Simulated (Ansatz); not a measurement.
# Pt: elastic constants, part 3 of 3

How stiff is the crystal, and how unevenly? Runs: cell and atoms relaxed (PAW); reference run (PAW); cell relaxed at 2 GPa (PAW); at 2 GPa (PAW).

Ansatz 0.2.0; DFT PBEsol.

## 5. At 2 GPa, PAW

Input file input.yaml:

```yaml
crystal:
  lattice:
    - [0.0, 1.95539458973, 1.95539458973]
    - [1.95539458973, 0.0, 1.95539458973]
    - [1.95539458973, 1.95539458973, 0.0]
  atoms:
    - { symbol: Pt, position: [0.0, 0.0, 0.0] }
kpoints:
  mp_grid: { grid: [24, 24, 24] }
scf:
  occupations: { method: fermi_dirac, width: 0.1 }
hamiltonian:
  xc: pbesol
  pseudopotentials: { kind: paw }
elastic:
  mode: relaxed_ion
  stencil: two_point
  amplitude: 0.005
```

Run with:

```sh
> ansatz run input.yaml --threads 1 --pin off --max-ram 2560MiB --backend cpu --events-out ev --progress --plain --runs-dir out
```

Standard output:

```text
Engine: ansatz 0.2.0
Pseudopotentials: kind: paw
Pseudopotential: Pt, paw, valence charge 18, recommended cutoff 420 eV (normal), Pt.paw.azcp
Functional definition: PBEsol
  exchange = pbesol_x
  correlation = pbesol_c
Crystal: 1 atoms, lattice volume = 14.953 Å³
Basis set: ecut = 420 eV, 283 PW (Γ), exchange–correlation on 40×40×40 points (8 copies of the dense FFT grid, shifted against one another)
Bands: 13, of which v1, the nominal top of the filled ones, is band 9 counted from 1 (8 counted from 0)
Symmetry: 48 space group operations
Space group: Fm-3m (ITA 225), of the structure as read, at distance tolerance 2.5e-5 Å
k-points: 413 of 13824
Non-local potential: Pt, projectors of the file, l = 0: 3, l = 1: 2, l = 2: 2, l = 3: 1
PAW form: soft (Blöchl's): semilocal exchange-correlation on the pseudo side does not see the compensation charge
PAW frozen core: Pt, regenerated for the run's functional, and the local potential with it (the file was generated under x = pbe(κ = 0.804, μ = 0.2195149727645171), c = pbe(β = 0.06672455060314922))
PAW one-centre angular grid: Pt, 590 points (default); XC on 64 Gauss nodes
Initial density: superposition of atomic densities (neutral atoms: chi_scale 0, normalization atom), corrected by the library's trained network
Initial wavefunctions: pseudopotential atomic-orbital guess
Functional: x = pbesol(κ = 0.804, μ = 0.12345679012345678), c = pbesol(β = 0.046)
SCF iter   1: F=—  HF=-12383.850263 eV  |F-HF|=—  |Δ(HF+E_count)|=         —  Δρ=6.53e-3  dr2=4.99e-3  ethr=1.77e-3  ⟨swp⟩=5.0  Hψ=29657  notcnv=0
preconditioner: auto → none  [metal: Δε(μ)=0.005 eV  Ē_g=14.269 eV  σ=0.100 eV  W_gap=0.01  n_scr=8 (ndim 8)  ℏωp=30.4 eV  f_vac=0.000  D(μ)=1.71/eV (n_scr^D=14)  sad-step TF]
SCF iter   2: F=—  HF=-12383.848843 eV  |F-HF|=—  |Δ(HF+E_count)|=   1.42e-3  Δρ=3.03e-3  dr2=9.82e-4  ethr=2.77e-5  ⟨swp⟩=1.4  Hψ=9071  notcnv=0
SCF iter   3: F=—  HF=-12383.848629 eV  |F-HF|=—  |Δ(HF+E_count)|=   2.13e-4  Δρ=3.72e-4  dr2=8.42e-6  ethr=5.46e-6  ⟨swp⟩=2.0  Hψ=7332  notcnv=0
SCF iter   4: F=—  HF=-12383.848634 eV  |F-HF|=—  |Δ(HF+E_count)|=   4.45e-6  Δρ=7.21e-5  dr2=2.00e-7  ethr=4.68e-8  ⟨swp⟩=2.6  Hψ=8960  notcnv=0
SCF iter   5: F=—  HF=-12383.848636 eV  |F-HF|=—  |Δ(HF+E_count)|=   2.72e-6  Δρ=8.75e-6  dr2=9.82e-9  ethr=1.11e-9  ⟨swp⟩=2.0  Hψ=8905  notcnv=0
SCF iter   6: F=—  HF=-12383.848636 eV  |F-HF|=—  |Δ(HF+E_count)|=   2.17e-9  Δρ=6.39e-7  dr2=1.89e-11  ethr=5.46e-11  ⟨swp⟩=2.1  Hψ=7325  notcnv=0
SCF iter   7: F=—  HF=-12383.848636 eV  |F-HF|=—  |Δ(HF+E_count)|=  3.64e-12  Δρ=3.51e-8  dr2=1.03e-13  ethr=1.05e-13 (applied; sched 1.00e-12)  ⟨swp⟩=2.4  Hψ=8693  notcnv=0
SCF iter   8: F=-12383.848636 eV  HF=-12383.848636 eV  |F-HF|=7.28e-12  |Δ(HF+E_count)|=    0.00e0  Δρ=2.03e-9  dr2=6.84e-17  ethr=1.00e-12  ⟨swp⟩=4.0  Hψ=16190  notcnv=0
SCF 1 converged in 8 iterations: F = -12383.848636 eV  dr2 = 6.84e-17
Crystal: 1 atoms, lattice volume = 14.878 Å³
Symmetry: 16 space group operations
k-points: 1063 of 13824
Initial density: handed on by an earlier stage of this run
Initial wavefunctions: those handed on with the density
iter 1 solved again at ethr=4.33e-7 eV; its pass at ethr=3.10e-3 eV (dr2=7.80e-5 eV) is discarded
SCF iter   1: F=—  HF=-12383.847274 eV  |F-HF|=—  |Δ(HF+E_count)|=         —  Δρ=9.43e-4  dr2=3.36e-5  ethr=4.33e-7  ⟨swp⟩=2.3  Hψ=92045  notcnv=0
preconditioner: auto → none  [metal: Δε(μ)=0.002 eV  Ē_g=14.361 eV  σ=0.100 eV  W_gap=0.01  n_scr=8 (ndim 8)  ℏωp=30.4 eV  f_vac=0.000  D(μ)=1.70/eV (n_scr^D=18)]
SCF iter   2: F=—  HF=-12383.847268 eV  |F-HF|=—  |Δ(HF+E_count)|=   6.11e-6  Δρ=4.02e-4  dr2=4.55e-6  ethr=1.87e-7  ⟨swp⟩=2.1  Hψ=19261  notcnv=0
SCF iter   3: F=—  HF=-12383.847264 eV  |F-HF|=—  |Δ(HF+E_count)|=   4.34e-6  Δρ=9.03e-5  dr2=5.39e-7  ethr=2.53e-8  ⟨swp⟩=2.1  Hψ=23600  notcnv=0
SCF iter   4: F=—  HF=-12383.847265 eV  |F-HF|=—  |Δ(HF+E_count)|=   8.66e-7  Δρ=1.59e-5  dr2=9.90e-9  ethr=3.00e-9  ⟨swp⟩=2.0  Hψ=18950  notcnv=0
SCF iter   5: F=—  HF=-12383.847265 eV  |F-HF|=—  |Δ(HF+E_count)|=   1.96e-9  Δρ=2.31e-6  dr2=2.11e-10  ethr=5.50e-11  ⟨swp⟩=2.2  Hψ=21738  notcnv=0
SCF iter   6: F=—  HF=-12383.847265 eV  |F-HF|=—  |Δ(HF+E_count)|=  1.46e-10  Δρ=1.00e-7  dr2=4.56e-13  ethr=1.17e-12  ⟨swp⟩=1.0  Hψ=14017  notcnv=0
SCF iter   7: F=-12383.847265 eV  HF=-12383.847265 eV  |F-HF|=1.82e-12  |Δ(HF+E_count)|=    0.00e0  Δρ=1.31e-8  dr2=9.79e-15  ethr=1.00e-12  ⟨swp⟩=4.0  Hψ=46549  notcnv=0
SCF 2 converged in 7 iterations: F = -12383.847265 eV  dr2 = 9.79e-15
Crystal: 1 atoms, lattice volume = 15.028 Å³
iter 1 solved again at ethr=4.90e-10 eV; its pass at ethr=3.10e-3 eV (dr2=8.83e-8 eV) is discarded
SCF iter   1: F=—  HF=-12383.849142 eV  |F-HF|=—  |Δ(HF+E_count)|=         —  Δρ=1.39e-4  dr2=9.31e-8  ethr=4.90e-10  ⟨swp⟩=2.2  Hψ=89342  notcnv=0
preconditioner: auto → none  [metal: Δε(μ)=0.000 eV  Ē_g=14.249 eV  σ=0.100 eV  W_gap=0.00  n_scr=8 (ndim 8)  ℏωp=30.3 eV  f_vac=0.000  D(μ)=1.72/eV (n_scr^D=26)]
SCF iter   2: F=—  HF=-12383.849143 eV  |F-HF|=—  |Δ(HF+E_count)|=   8.58e-7  Δρ=6.89e-5  dr2=1.77e-8  ethr=4.90e-10  ⟨swp⟩=1.9  Hψ=18155  notcnv=0
SCF iter   3: F=—  HF=-12383.849143 eV  |F-HF|=—  |Δ(HF+E_count)|=   3.47e-7  Δρ=1.52e-5  dr2=2.90e-9  ethr=9.81e-11  ⟨swp⟩=2.0  Hψ=18828  notcnv=0
SCF iter   4: F=—  HF=-12383.849143 eV  |F-HF|=—  |Δ(HF+E_count)|=   1.58e-8  Δρ=1.23e-6  dr2=9.11e-12  ethr=1.61e-11  ⟨swp⟩=2.2  Hψ=19442  notcnv=0
SCF iter   5: F=—  HF=-12383.849143 eV  |F-HF|=—  |Δ(HF+E_count)|=  1.11e-10  Δρ=1.38e-7  dr2=2.68e-13  ethr=5.06e-14 (applied; sched 1.00e-12)  ⟨swp⟩=2.3  Hψ=21951  notcnv=0
SCF iter   6: F=-12383.849143 eV  HF=-12383.849143 eV  |F-HF|=1.82e-12  |Δ(HF+E_count)|=  1.82e-12  Δρ=3.87e-9  dr2=6.77e-16  ethr=1.00e-12  ⟨swp⟩=3.9  Hψ=40056  notcnv=0
SCF 3 converged in 6 iterations: F = -12383.849143 eV  dr2 = 6.77e-16
Symmetry: 8 space group operations
k-points: 1963 of 13824
iter 1 solved again at ethr=5.78e-7 eV; its pass at ethr=3.10e-3 eV (dr2=1.04e-4 eV) is discarded
SCF iter   1: F=—  HF=-12383.848539 eV  |F-HF|=—  |Δ(HF+E_count)|=         —  Δρ=1.02e-3  dr2=4.23e-5  ethr=5.78e-7  ⟨swp⟩=2.0  Hψ=164173  notcnv=0
preconditioner: auto → none  [metal: Δε(μ)=0.001 eV  Ē_g=14.301 eV  σ=0.100 eV  W_gap=0.00  n_scr=8 (ndim 8)  ℏωp=30.4 eV  f_vac=0.000  D(μ)=1.71/eV (n_scr^D=24)]
SCF iter   2: F=—  HF=-12383.848529 eV  |F-HF|=—  |Δ(HF+E_count)|=   1.03e-5  Δρ=3.29e-4  dr2=2.84e-6  ethr=2.35e-7  ⟨swp⟩=2.0  Hψ=40121  notcnv=0
SCF iter   3: F=—  HF=-12383.848526 eV  |F-HF|=—  |Δ(HF+E_count)|=   2.78e-6  Δρ=8.80e-5  dr2=1.94e-7  ethr=1.58e-8  ⟨swp⟩=1.0  Hψ=25522  notcnv=0
SCF iter   4: F=—  HF=-12383.848527 eV  |F-HF|=—  |Δ(HF+E_count)|=   1.14e-6  Δρ=3.21e-6  dr2=3.47e-10  ethr=1.08e-9  ⟨swp⟩=1.0  Hψ=25659  notcnv=0
SCF iter   5: F=—  HF=-12383.848527 eV  |F-HF|=—  |Δ(HF+E_count)|=  4.97e-10  Δρ=8.30e-7  dr2=9.20e-11  ethr=1.93e-12  ⟨swp⟩=2.0  Hψ=43668  notcnv=0
SCF iter   6: F=—  HF=-12383.848527 eV  |F-HF|=—  |Δ(HF+E_count)|=  2.91e-11  Δρ=1.82e-7  dr2=1.30e-12  ethr=5.11e-13 (applied; sched 1.00e-12)  ⟨swp⟩=2.1  Hψ=35821  notcnv=0
SCF iter   7: F=-12383.848527 eV  HF=-12383.848527 eV  |F-HF|=1.82e-12  |Δ(HF+E_count)|=  5.46e-12  Δρ=4.95e-8  dr2=5.58e-14  ethr=1.00e-12  ⟨swp⟩=4.0  Hψ=84515  notcnv=0
SCF 4 converged in 7 iterations: F = -12383.848527 eV  dr2 = 5.58e-14
iter 1 solved again at ethr=1.98e-10 eV; its pass at ethr=3.10e-3 eV (dr2=3.56e-8 eV) is discarded
SCF iter   1: F=—  HF=-12383.848527 eV  |F-HF|=—  |Δ(HF+E_count)|=         —  Δρ=9.31e-5  dr2=3.59e-8  ethr=1.98e-10  ⟨swp⟩=2.3  Hψ=163860  notcnv=0
preconditioner: auto → none  [metal: Δε(μ)=0.001 eV  Ē_g=14.300 eV  σ=0.100 eV  W_gap=0.00  n_scr=8 (ndim 8)  ℏωp=30.4 eV  f_vac=0.000  D(μ)=1.71/eV (n_scr^D=24)]
SCF iter   2: F=—  HF=-12383.848527 eV  |F-HF|=—  |Δ(HF+E_count)|=   2.83e-7  Δρ=4.64e-5  dr2=7.17e-9  ethr=1.98e-10  ⟨swp⟩=2.0  Hψ=34956  notcnv=0
SCF iter   3: F=—  HF=-12383.848527 eV  |F-HF|=—  |Δ(HF+E_count)|=   1.56e-7  Δρ=1.02e-5  dr2=1.22e-9  ethr=3.98e-11  ⟨swp⟩=1.8  Hψ=33154  notcnv=0
SCF iter   4: F=—  HF=-12383.848527 eV  |F-HF|=—  |Δ(HF+E_count)|=   7.17e-9  Δρ=2.23e-7  dr2=7.73e-13  ethr=6.78e-12  ⟨swp⟩=2.2  Hψ=35456  notcnv=0
SCF iter   5: F=-12383.848527 eV  HF=-12383.848527 eV  |F-HF|=1.82e-12  |Δ(HF+E_count)|=    0.00e0  Δρ=3.68e-8  dr2=3.67e-14  ethr=1.00e-12  ⟨swp⟩=4.2  Hψ=86236  notcnv=0
SCF 5 converged in 5 iterations: F = -12383.848527 eV  dr2 = 3.67e-14
SCF converged after 8 iterations
Free energy (F): -12383.848636 eV
Harris-Foulkes:  -12383.848636 eV  (|F-HF|=7.28e-12)
Internal energy: -12383.794658 eV  (E = F + TS)
E sigma→0 (E₀):  -12383.821647 eV
Entropy (-TS):   -0.053978 eV (-53.978 meV/atom)
Fermi energy:    23.502419 eV
--- Per-component energies (eV) ---
  E_band       = -127.753881
  E_kinetic    = 638.319543
  E_local      = -1451.921922  (includes V_loc(G=0)·N_el)
  E_nonlocal   = 202.942561
  E_hartree    = 538.316254
  E_xc         = -260.581904
  E_vxc        = -302.732318  (∫ρ·V_xc dr)
  E_paw        = -9316.336737  (= ΣΔE_a)
  E_vpaw       = -290.994425  (= ΣTr[D̂ρ^β])
  E_aug_tail   = 0.000173  (compensation charges beyond the density's cutoff)
  E_ewald      = -2734.819607
  E_core_change = 0.286981  (= ΣΔE_core)
  E_smearing   = -0.053978  (= −TS)
  E_closure    = 0.000000  (closes the sum)
  Σ components = -12383.848636   (vs F -12383.848636, Δ=0.00e0)
--- Forces (eV/Å), atoms counted from 1 ---
  atom   1  Pt    -0.00000000     0.00000000    -0.00000000
  max |Σ_I F_I| component: 2.05e-32 eV/Å
--- Stress (GPa, compression-positive) ---
        2.003604       0.000000      -0.000000
       -0.000000       2.003604       0.000000
       -0.000000      -0.000000       2.003604
  P = ⅓ Tr σ = 2.0036 GPa (20.036 kbar)
--- Band table (eV; the first three rows and the last of 413) ---
  k-point 0: bands = ["-75.0942", "-29.0378", "-29.0378", "-29.0378", "13.0932", "19.6248", "19.6248", "19.6248", "21.8383", "21.8383", "38.0331", "43.0127", "43.0127"]
  k-point 1: bands = ["-75.0936", "-29.0464", "-29.0390", "-29.0390", "13.1644", "19.5920", "19.6538", "19.6538", "21.8214", "21.8214", "38.1447", "42.6149", "43.1212"]
  k-point 2: bands = ["-75.0918", "-29.0715", "-29.0426", "-29.0426", "13.3744", "19.5014", "19.7348", "19.7348", "21.7786", "21.7786", "38.4634", "41.6887", "43.4413"]
  k-point 412: bands = ["-75.0479", "-29.3638", "-29.3638", "-29.2264", "17.7110", "18.8389", "18.8389", "21.4456", "24.0050", "30.6254", "31.7711", "31.7711", "35.5763"]
--- Elastic constants: 2 strain directions × 2 members + reference (group order 48) ---
  dense FFT box of the reference and of every strained cell: 20×20×20
  strains applied: 11, 23; error gains: componentwise 1.00 (the most a stress slope's error grows in a printed constant), spectral 1.73 (1 for all six strains in a standard setting)
  C = ∂σ_k/∂η_j (tension-positive GPa; Voigt order 11 22 33 23 13 12):
       370.352    259.318    259.318     -0.000      0.000      0.000
       259.318    370.352    259.318      0.000      0.000     -0.000
       259.318    259.318    370.352      0.000      0.000      0.000
        -0.000      0.000      0.000     91.901     -0.000     -0.000
        -0.000      0.000      0.000      0.000     91.901     -0.000
         0.000     -0.000     -0.000     -0.000     -0.000     91.901
  reference stress σ⁰ (GPa):     -2.004     -2.004     -2.004      0.000      0.000     -0.000
  C* (energy form; C + prestress term) asymmetry max|C*_kj − C*_jk| = 5.684e-14 GPa — a small one proves nothing (zero by symmetry where the batch's group is 432, −43m or m−3m); a large one is finite-difference/SCF noise where every solve meets its electron count
  moduli (Voigt/Reuss/Hill, GPa): K = 296.33/296.33/296.33   G = 77.35/72.81/75.08   E = 207.70   ν = 0.383
  mechanically stable: yes (min eigenvalue of sym C = 91.90 GPa)
  strain η (Voigt 11):  stress-route row diagonal C_11 = 370.35 GPa, energy-path curvature d²(F+E_count+ΔE)/dδ²/Ω₀ = 370.37 GPa
         δ    σ_11 (GPa)             F (eV)   n_scf  n_hpsi   n_pw
    -5.000e-3      -3.8831      -12383.8472646       7  248926    303   relax 0 steps, max|allowed force component| 0.00e0 eV/Å
     5.000e-3      -0.1796      -12383.8491433       6  220536    305   relax 0 steps, max|allowed force component| 0.00e0 eV/Å
  strain η (Voigt 23):  stress-route row diagonal C_44 = 91.90 GPa, energy-path curvature d²(F+E_count+ΔE)/dδ²/Ω₀ = 92.91 GPa
         δ    σ_23 (GPa)             F (eV)   n_scf  n_hpsi   n_pw
    -5.000e-3      -0.4595      -12383.8485274       7  443059    304   relax 0 steps, max|allowed force component| 0.00e0 eV/Å
     5.000e-3       0.4595      -12383.8485274       5  377226    304   relax 0 steps, max|allowed force component| 0.00e0 eV/Å
```

Run time: 58 s. Hardware: 1 thread of Arm Neoverse V2, shared host; peak memory 0.64 GiB.

C in GPa (Voigt order xx, yy, zz, yz, xz, xy):

```
370.4 259.3 259.3   0.0   0.0   0.0
259.3 370.4 259.3   0.0   0.0   0.0
259.3 259.3 370.4   0.0   0.0   0.0
  0.0   0.0   0.0  91.9   0.0   0.0
  0.0   0.0   0.0   0.0  91.9   0.0
  0.0   0.0   0.0   0.0   0.0  91.9
```

## 6. All runs together

```
              run    C11    C12   C44      K     G      E  Poisson ratio
ions relaxed, PAW  357.7  249.6  88.2  285.6  72.5  200.5          0.383
    at 2 GPa, PAW  370.4  259.3  91.9  296.3  75.1  207.7          0.383
```

Constants and moduli in GPa; K, G and E are Hill averages.

## 7. Summary of results

This closing draws on all 3 parts.

```
                           quantity             value
                          C11 (PAW)           358 GPa
                          C12 (PAW)           250 GPa
                          C44 (PAW)            88 GPa
    bulk, shear and Young's modulus  286, 72, 200 GPa
Debye temperature from sound speeds             249 K
         universal anisotropy index              0.29
```

In words: All eigenvalues are positive, so the crystal is mechanically stable; by PAW K = 286 and G = 72 GPa, K/G = 3.94, on the ductile side of Pugh's rough line at 1.75, which was drawn for metals. Young's modulus runs from 153 to 240 GPa with direction. At 2 GPa K rises to 296 GPa. Cautions: frozen-core PAW files fitted under PBE, their cores solved anew for the functional of the run; responses of metals move with mesh and smearing; no spin-orbit coupling on heavy atoms.
